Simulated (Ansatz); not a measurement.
Crystal: Ge.

```
Ge
1.0
     3.99759    0.00000    0.00000
    -1.99879    3.46201    0.00000
     0.00000    0.00000    6.59938
Ge
4
Cartesian
  0.0000 2.3080 6.1843
  1.9988 1.1540 2.8846
  0.0000 2.3080 3.7148
  1.9988 1.1540 0.4151
```

This isn't the form of Ge at room conditions, which is diamond.

| Quantity | Value |
| --- | --- |
| Program | Ansatz 0.2.0 |
| Task | single point |
| Functional | PBEsol |
| Potentials or basis | all-electron LAPW, scalar-relativistic |
| Cutoff | 316 eV (chosen from the basis error) |
| Basis error allowed | 0.001 eV/atom |
| k mesh | 8 × 8 × 4 |
| Occupations | fermi-dirac, width 0.05 eV |
| Spin | no spin polarisation |

On this cell: pressure 0.0 GPa; largest force 0.005 eV/Å; band gap on the k mesh 0.11 eV, indirect (least direct gap 0.17 eV).

The same run follows on a disturbed copy (atoms moved at random, drawn with an rms of 0.05 Å):

```
Ge
1.0
     3.99759    0.00000    0.00000
    -1.99879    3.46201    0.00000
     0.00000    0.00000    6.59938
Ge
4
Cartesian
  -0.0176 2.3018 6.2007
  2.0309 1.1743 2.8595
  0.0334 2.3214 3.7435
  2.0375 1.1317 0.4037
```

Task: What changes?

Result: The energy moves by +7.7 meV/atom; pressure 0.0 GPa; largest force 0.628 eV/Å; band gap on the k mesh 0.10 eV, indirect (least direct gap 0.11 eV).

Forces on the atoms (eV/Å):
```
Ge   0.599 -0.136 -0.128
Ge   0.029 -0.082  0.391
Ge  -0.043  0.063 -0.380
Ge  -0.585  0.155  0.116
```

Stress tensor (GPa, compression positive):
```
-0.16  0.72 -0.56
 0.72  0.06  0.19
-0.56  0.19  0.17
```

A k mesh can miss the band edges.
